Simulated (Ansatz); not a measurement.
# NiS2 monolayer (2H): from the cell to its phonons, part 2 of 2

Wanted: phonon frequencies of NiS2 monolayer (2H) and what follows from them.

Ansatz 0.2.0; DFT PBE, scalar-relativistic, plane waves, PAW; PAW set soft_1.

So far. Step 4 (Tight relaxation): The largest force component left is 0.091 meV/Å, within the tolerances set. Step 5 (Zone-centre response): Before it was imposed, the acoustic sum rule was missed by 3.4e-5 eV/Å². Small misses are needed for a sound result but don't prove that mesh and cutoff are converged. The lowest optical mode is real, 116 cm⁻¹.

## 6. Phonons on a q mesh (continued)

Harmonic thermodynamic functions per atom, from the density of states. Interpolated from a 6×6×1 q mesh. Thermodynamic functions, by row:

| T (K) | F_vib (meV/atom) | S (J/mol-atom/K) | C_V (J/mol-atom/K) |
| --- | --- | --- | --- |
| 0 | 34.88 | 0 | 0 |
| 100 | 30.12 | 11.49 | 14.73 |
| 200 | 11.32 | 24.07 | 20.97 |
| 300 | -18.5 | 33.01 | 22.95 |
| 400 | -56.34 | 39.74 | 23.76 |
| 500 | -100.4 | 45.09 | 24.16 |
| 600 | -149.5 | 49.52 | 24.39 |
| 700 | -202.8 | 53.29 | 24.53 |
| 800 | -259.8 | 56.57 | 24.62 |
| 900 | -319.9 | 59.47 | 24.69 |
| 1000 | -382.9 | 62.08 | 24.73 |

Symmetry leaves 7 wavevectors to solve. The lowest mode among them, the acoustic zeros apart, lies at q = (0, 0.167, 0) and is real, 23.1 cm⁻¹.

## 7. Isotope substitution, element Ni, natural mass 58.6934 amu

An isotope changes the mass and not the force constants, so no new electronic calculation is needed; the shifts show which modes move this element.

The same force constants with the mass of Ni changed from 58.693 to 63.928 u (phonopy, no LO-TO term). Both lists are sorted by frequency; levels can cross, so a row need not hold one and the same mode. Modes under 3 cm⁻¹ are left out. Isotope shifts, by row:

```
         q  rank  natural mass (cm⁻¹)  changed mass (cm⁻¹)
     0 0 0     4                116.2                113.7
     0 0 0     5                159.4                  156
     0 0 0     6                159.4                  156
     0 0 0     7                165.8                165.8
     0 0 0     8                165.8                165.8
     0 0 0     9                433.7                433.7
0 0.1667 0     1                23.05                22.62
0 0.1667 0     2                49.83                48.65
0 0.1667 0     3                83.85                81.34
0 0.1667 0     4                133.4                130.9
0 0.1667 0     5                158.6                158.6
0 0.1667 0     6                196.1                195.2
0 0.1667 0     7                201.2                197.4
0 0.1667 0     8                224.5                  222
0 0.1667 0     9                  433                432.5
0 0.3333 0     1                74.16                72.41
0 0.3333 0     2                74.47                72.55
0 0.3333 0     3                114.5                110.4
0 0.3333 0     4                159.3                159.3
0 0.3333 0     5                176.6                173.3
0 0.3333 0     6                210.4                210.4
0 0.3333 0     7                230.3                226.5
0 0.3333 0     8                267.1                266.4
0 0.3333 0     9                428.3                426.8
  0 -0.5 0     1                75.58                73.65
  0 -0.5 0     2                  110                106.5
  0 -0.5 0     3                119.9                115.6
  0 -0.5 0     4                163.3                163.3
  0 -0.5 0     5                165.2                164.2
  0 -0.5 0     6                227.7                226.7
  0 -0.5 0     7                238.4                234.5
  0 -0.5 0     8                268.3                  268
  0 -0.5 0     9                425.9                  424
```

A mode of this element alone would shift by -4.18 %. The highest zone-centre frequency without the field goes from 433.7 to 433.7 cm⁻¹ (+0.0 %). The product of the frequency ratios over all optical modes at Γ is 0.937; the product rule, (m/m′)^(3k/2) (M′/M)^(3/2) with k = 1 such atoms and M the mass of the cell, gives 0.937.

## 8. Another isotope, element S, natural mass 32.06 amu

The same for S, from 32.06 to 33.97 u.

The same force constants with the mass of S changed from 32.060 to 33.968 u (phonopy, no LO-TO term). Both lists are sorted by frequency; levels can cross, so a row need not hold one and the same mode. Modes under 3 cm⁻¹ are left out. Isotope shifts, by row:

| q | rank | natural mass (cm⁻¹) | changed mass (cm⁻¹) |
| --- | --- | --- | --- |
| 0 0 0 | 4 | 116.2 | 114.7 |
| 0 0 0 | 5 | 159.4 | 157.3 |
| 0 0 0 | 6 | 159.4 | 157.3 |
| 0 0 0 | 7 | 165.8 | 161.1 |
| 0 0 0 | 8 | 165.8 | 161.1 |
| 0 0 0 | 9 | 433.7 | 421.3 |
| 0 0.1667 0 | 1 | 23.05 | 22.68 |
| 0 0.1667 0 | 2 | 49.83 | 49.17 |
| 0 0.1667 0 | 3 | 83.85 | 83.11 |
| 0 0.1667 0 | 4 | 133.4 | 131.3 |
| 0 0.1667 0 | 5 | 158.6 | 154.1 |
| 0 0.1667 0 | 6 | 196.1 | 191.2 |
| 0 0.1667 0 | 7 | 201.2 | 198 |
| 0 0.1667 0 | 8 | 224.5 | 219.9 |
| 0 0.1667 0 | 9 | 433 | 421.1 |
| 0 0.3333 0 | 1 | 74.16 | 73.16 |
| 0 0.3333 0 | 2 | 74.47 | 73.6 |
| 0 0.3333 0 | 3 | 114.5 | 114 |
| 0 0.3333 0 | 4 | 159.3 | 154.7 |
| 0 0.3333 0 | 5 | 176.6 | 173.8 |
| 0 0.3333 0 | 6 | 210.4 | 204.5 |
| 0 0.3333 0 | 7 | 230.3 | 226.4 |
| 0 0.3333 0 | 8 | 267.1 | 260 |
| 0 0.3333 0 | 9 | 428.3 | 417.2 |
| 0 -0.5 0 | 1 | 75.58 | 74.69 |
| 0 -0.5 0 | 2 | 110 | 109.2 |
| 0 -0.5 0 | 3 | 119.9 | 119.5 |
| 0 -0.5 0 | 4 | 163.3 | 158.7 |
| 0 -0.5 0 | 5 | 165.2 | 161.2 |
| 0 -0.5 0 | 6 | 227.7 | 221.9 |
| 0 -0.5 0 | 7 | 238.4 | 234.4 |
| 0 -0.5 0 | 8 | 268.3 | 260.9 |
| 0 -0.5 0 | 9 | 425.9 | 415.1 |

A mode of this element alone would shift by -2.85 %. The highest zone-centre frequency without the field goes from 433.7 to 421.3 cm⁻¹ (-2.9 %). The product of the frequency ratios over all optical modes at Γ is 0.880; the product rule, (m/m′)^(3k/2) (M′/M)^(3/2) with k = 2 such atoms and M the mass of the cell, gives 0.880.

## 9. What came out

| Property | Result |
| --- | --- |
| space group after relaxation (within 0.01 Å) | P-6m2 |
| area per atom | 3.61 Å² |
| electronic character | no gap on this mesh |
| highest optical mode at the zone centre (no LO-TO term) | 434 cm⁻¹ |
| lowest optical zone-centre mode | 116 cm⁻¹ |
| lowest mode on the q mesh (acoustic modes at Γ apart) | 23.1 cm⁻¹ |
| highest frequency on the path or at a solved wavevector | 434 cm⁻¹ |
| zero-point energy per atom | 34.9 meV |
| heat capacity at 300 K | 22.9 J/(mol atoms K) |
| vibrational entropy at 300 K | 33.0 J/(mol atoms K) |
| imaginary modes on the 6×6×1 q mesh | none |

**Reading.** The structure is a minimum as far as tested: no mode is imaginary at the 7 irreducible wavevectors of the 6×6×1 mesh, and the softest away from the acoustic zeros lies at 23 cm⁻¹. The optical modes at Γ span 116 to 434 cm⁻¹. The highest mode in this list at Γ, 433.7 cm⁻¹, is mostly motion of S (100 % of the kinetic energy). On the path and the mesh, the widest gap between branches runs from 269 to 405 cm⁻¹. With no gap, or one that is small against the smearing, the frequencies hang on the k mesh and the smearing, most of all near Kohn anomalies. The phonon runs are without spin polarisation, although Ni often carries a moment. In a sheet or slab the interpolated bending branch near Γ is rough, since the rotational sum rule isn't imposed. A phonon run warned that its eigensolver left some bands unconverged in a pass. The starting cell was built on a prototype and not taken from a measurement. These are harmonic frequencies at zero temperature: anharmonic shifts, linewidths and thermal expansion are left out.

[Logs are printed without paths, hosts, clocks, repeated set-up lines and the standing remarks that a program may print on its own settings, such as how far it seeks lower states.]

[Hosts, paths, dates, database ids (printed as entryN), source tags and the programs' standing remarks are cut or masked in the printed files.]
